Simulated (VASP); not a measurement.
# GaN (P6_3mc) in VASP: a series of runs, part 2 of 2

VASP 6.6.1.

## 4. Relaxation of cell and atoms, PBE+D3(BJ)

Input file INCAR:

```
SYSTEM = GaN
ALGO     = Normal         ! electronic algorithm
EDIFF    = 1E-6           ! SCF threshold, eV
EDIFFG   = -0.01          ! ionic threshold
ENCUT    = 600            ! plane-wave cutoff, eV
GGA      = PE             ! functional
IBRION   = 2              ! ionic algorithm
ISIF     = 3              ! what is computed and relaxed
ISMEAR   = 0              ! smearing method
IVDW     = 12             ! dispersion correction
LASPH    = .True.         ! aspherical terms in the spheres
LCHARG   = .False.        ! write CHGCAR
LREAL    = .False.        ! projectors in reciprocal space
LWAVE    = .False.        ! write WAVECAR
NELM     = 80             ! most SCF steps
NSW      = 90             ! ionic steps
PREC     = Accurate       ! precision mode
SIGMA    = 0.03           ! smearing width, eV
```

Input file KPOINTS:

```
k-points
0
Gamma
  12 12 5
  0 0 0
```

Input file POSCAR:

```
GaN
1.0
    3.1800000000      0.0000000000      0.0000000000
   -1.5900000000      2.7539607840      0.0000000000
    0.0000000000      0.0000000000      5.1660000000
Ga N
2 2
Direct
    0.3333333333      0.6666666667      0.0000000000
    0.6666666667      0.3333333333      0.5000000000
    0.3333333333      0.6666666667      0.3750000000
    0.6666666667      0.3333333333      0.8750000000
```

The run is started by

```sh
$ cat potpaw_PBE.64/Ga_d/POTCAR potpaw_PBE.64/N/POTCAR > POTCAR
$ mpirun -np 1 vasp_std > vasp.out
```

It took 2.5 min on 1 thread of Intel Xeon 6975P-C (Granite Rapids), shared host; peak memory 0.23 GiB.

The run converged. Its results:

| Quantity | Value |
| --- | --- |
| Free energy | -25.3253 eV |
| Relaxed volume | 11.52 Å³/atom |
| Relaxed cell | a = 3.196 Å, b = 3.196 Å, c = 5.209 Å, α = 90.00°, β = 90.00°, γ = 120.00° |
| Space group after relaxing (to 0.05 Å) | P6_3mc (No. 186) |
| Energy gained by relaxing | 2.6 meV/atom |
| Ionic steps | 8 |
| Pressure after relaxing | 0.1 GPa |
| Band gap on the k mesh | 1.85 eV, direct |
| Dispersion energy per atom | -0.252 eV |

Step by step:
```csv
step,energy change (eV),largest force (eV/Å),pressure (GPa),volume (Å³)
1,0.0000,0.1338,3.39,45.24
2,-0.0025,0.0835,-2.80,46.83
3,-0.0103,0.0069,-0.05,46.08
4,-0.0103,0.0096,0.17,46.06
5,-0.0104,0.0122,0.00,46.07
6,-0.0104,0.0116,0.05,46.07
7,-0.0104,0.0111,-0.02,46.07
8,-0.0104,0.0010,0.08,46.07
```

Final structure:
```yaml
crystal:
  lattice:
    - [3.19567, 0.00000, 0.00000]
    - [-1.59784, 2.76753, 0.00000]
    - [0.00000, 0.00000, 5.20895]
  atoms:
    - { symbol: Ga, position: [0.33333, 0.66667, 0.99921] }
    - { symbol: Ga, position: [0.66667, 0.33333, 0.49921] }
    - { symbol: N, position: [0.33333, 0.66667, 0.37579] }
    - { symbol: N, position: [0.66667, 0.33333, 0.87579] }
```

Levels at points of the mesh, in eV from the valence-band top:
```
           k point  band 16  band 17  band 18  band 19  band 20  band 21
(0.00, 0.00, 0.00)    -0.04     0.00     0.00     1.85     4.21     9.14
(0.50, 0.00, 0.00)    -2.71    -2.18    -0.99     5.05     5.50     6.02
```

Zero-point motion and thermal expansion aren't in these numbers.

## 5. Relaxation of cell and atoms, PBE+D3(BJ)

This run uses another cell than the first one, of 11.52 Å³/atom, 1.018 times its volume.

Changes to INCAR since step 4:

```diff
@@ -2,4 +2,4 @@
 ALGO     = Normal         ! electronic algorithm
-EDIFF    = 1E-6           ! SCF threshold, eV
-EDIFFG   = -0.01          ! ionic threshold
+EDIFF    = 1E-7           ! SCF threshold, eV
+EDIFFG   = -0.005         ! ionic threshold
 ENCUT    = 600            ! plane-wave cutoff, eV
```

KPOINTS is that of step 4.

Input file POSCAR:

```
GaN                                     
1.0
    3.1956733398      0.0000000000     -0.0000000000
   -1.5978366699      2.7675342945      0.0000000000
    0.0000000000      0.0000000000      5.2089487480
  Ga              N             
     2     2
Direct
     0.3333333332999970    0.6666666667000030    0.9992111713869399
     0.6666666667000030    0.3333333332999970    0.4992111713869398
     0.3333333332999970    0.6666666667000030    0.3757888286130602
     0.6666666667000030    0.3333333332999970    0.8757888286130601
```

The run is started by

```sh
$ cat potpaw_PBE.64/Ga_d/POTCAR potpaw_PBE.64/N/POTCAR > POTCAR
$ mpirun -np 1 vasp_std > vasp.out
```

Run time: 46 s. Hardware: 1 thread of Intel Xeon 6975P-C (Granite Rapids), shared host; peak memory 0.22 GiB.

It converged, with:

```yaml
Free_energy: -25.3266 eV
Pressure_after_relaxing: 0.0 GPa
Band_gap_on_the_k_mesh: 1.85 eV, direct
Dispersion_energy_per_atom: -0.252 eV
```

Final structure:
```cif
data_structure
_symmetry_space_group_name_H-M 'P 1'
_symmetry_Int_Tables_number 1
_cell_length_a 3.1957
_cell_length_b 3.1957
_cell_length_c 5.2089
_cell_angle_alpha 90.000
_cell_angle_beta 90.000
_cell_angle_gamma 120.000
_cell_volume 46.07
loop_
_atom_site_label
_atom_site_type_symbol
_atom_site_fract_x
_atom_site_fract_y
_atom_site_fract_z
_atom_site_occupancy
Ga1 Ga 0.33333 0.66667 0.99921 1
Ga2 Ga 0.66667 0.33333 0.49921 1
N1 N 0.33333 0.66667 0.37579 1
N2 N 0.66667 0.33333 0.87579 1
```

Levels at points of the mesh, in eV from the valence-band top:
| k point | band 14 | band 15 | band 16 | band 17 | band 18 | band 19 | band 20 | band 21 | band 22 |
| --- | --- | --- | --- | --- | --- | --- | --- | --- | --- |
| (0.00, 0.00, 0.00) | -1.02 | -1.02 | -0.04 | 0.00 | 0.00 | 1.85 | 4.21 | 9.14 | 9.85 |
| (0.50, 0.00, 0.00) | -5.26 | -4.16 | -2.71 | -2.18 | -0.99 | 5.05 | 5.50 | 6.02 | 8.51 |

Caveat: the relaxation stopped at its first step, so nothing moved.

## 6. Relaxation of cell and atoms, LDA

Input file INCAR:

```
SYSTEM = GaN
PREC = Accurate
ENCUT = 600
EDIFF = 1E-6
ISMEAR = 0
SIGMA = 0.03
LREAL = .FALSE.
LASPH = .TRUE.
NELM = 80
ALGO = Normal
ISIF = 3
LWAVE = .FALSE.
LCHARG = .FALSE.
IBRION = 2
NSW = 90
EDIFFG = -0.01
```

Input file KPOINTS:

```
Automatic mesh
0
G
  12 12 5
  0 0 0
```

Input file POSCAR:

```
GaN
1.0
    3.1800000000      0.0000000000      0.0000000000
   -1.5900000000      2.7539607840      0.0000000000
    0.0000000000      0.0000000000      5.1660000000
Ga N
2 2
Direct
    0.3333333333      0.6666666667      0.0000000000
    0.6666666667      0.3333333333      0.5000000000
    0.3333333333      0.6666666667      0.3750000000
    0.6666666667      0.3333333333      0.8750000000
```

Potentials or basis: VASP PAW LDA potentials, release 64 (Ga_d, N).

The run is started by

```sh
$ cat potpaw_LDA.64/Ga_d/POTCAR potpaw_LDA.64/N/POTCAR > POTCAR
$ mpirun -np 1 vasp_std > vasp.out
```

Run time: 70 s. Hardware: 1 thread of Intel Xeon 6975P-C (Granite Rapids), shared host; peak memory 0.2 GiB.

It converged, with:

```
Free energy                            : -27.9124 eV
Relaxed volume                         : 11.10 Å³/atom
Relaxed cell                           : a = 3.157 Å, b = 3.157 Å, c = 5.147 Å, α = 90.00°, β = 90.00°, γ = 120.00°
Space group after relaxing (to 0.05 Å) : P6_3mc (No. 186)
Energy gained by relaxing              : 2.7 meV/atom
Ionic steps                            : 3
Pressure after relaxing                : 0.0 GPa
Largest force after relaxing           : 0.010 eV/Å
Band gap on the k mesh                 : 2.11 eV, direct
```

Forces in eV/Å, atoms in the order of the input:
```
Ga   0.000  0.000 -0.010
Ga   0.000  0.000 -0.010
N    0.000  0.000  0.010
N    0.000  0.000  0.010
```

Step by step:
| step | energy change (eV) | largest force (eV/Å) | pressure (GPa) | volume (Å³) |
| --- | --- | --- | --- | --- |
| 1 | 0.0000 | 0.1277 | -3.52 | 45.24 |
| 2 | -0.0003 | 0.1151 | 3.81 | 43.63 |
| 3 | -0.0109 | 0.0097 | 0.01 | 44.42 |

Final structure:
```
CELL_PARAMETERS angstrom
3.15658 0.00000 0.00000
-1.57829 2.73368 0.00000
0.00000 0.00000 5.14741
ATOMIC_POSITIONS crystal
Ga 0.33333 0.66667 0.99940
Ga 0.66667 0.33333 0.49940
N 0.33333 0.66667 0.37560
N 0.66667 0.33333 0.87560
```

Levels at points of the mesh, in eV from the valence-band top:
```csv
k point,band 14,band 15,band 16,band 17,band 18,band 19,band 20,band 21,band 22
"(0.00, 0.00, 0.00)",-1.08,-1.08,-0.06,0.00,0.00,2.11,4.35,9.19,9.88
"(0.50, 0.00, 0.00)",-5.44,-4.39,-2.87,-2.33,-1.04,4.99,5.64,5.98,8.68
```

LDA usually gives volumes a few per cent too small. Zero-point motion and thermal expansion aren't in these numbers.

## 7. Summary

| level | potentials or basis | gap on the mesh (eV) | pressure (GPa) | relaxed volume (Å³/atom) |
| --- | --- | --- | --- | --- |
| PBEsol | VASP PAW PBE potentials, release 64 (Ga_d, N) | 1.91 | 0.0 | 11.35 |
| PBE+D3(BJ) | VASP PAW PBE potentials, release 64 (Ga_d, N) | 1.85 | 0.0 | - |
| LDA | VASP PAW LDA potentials, release 64 (Ga_d, N) | 2.11 | 0.0 | 11.10 |

Alike in all rows: task relaxation of cell and atoms; no spin polarisation; cell relaxed; k mesh 12 × 12 × 5; cutoff (eV) 600; smearing gaussian 0.03 eV.

Caveats: the PAW data sets were made with another functional, which shifts forces and pressure a little (some runs); the relaxation stopped at its first step, so nothing moved (some runs).

Absolute energies hang on the potentials; compare differences alone.
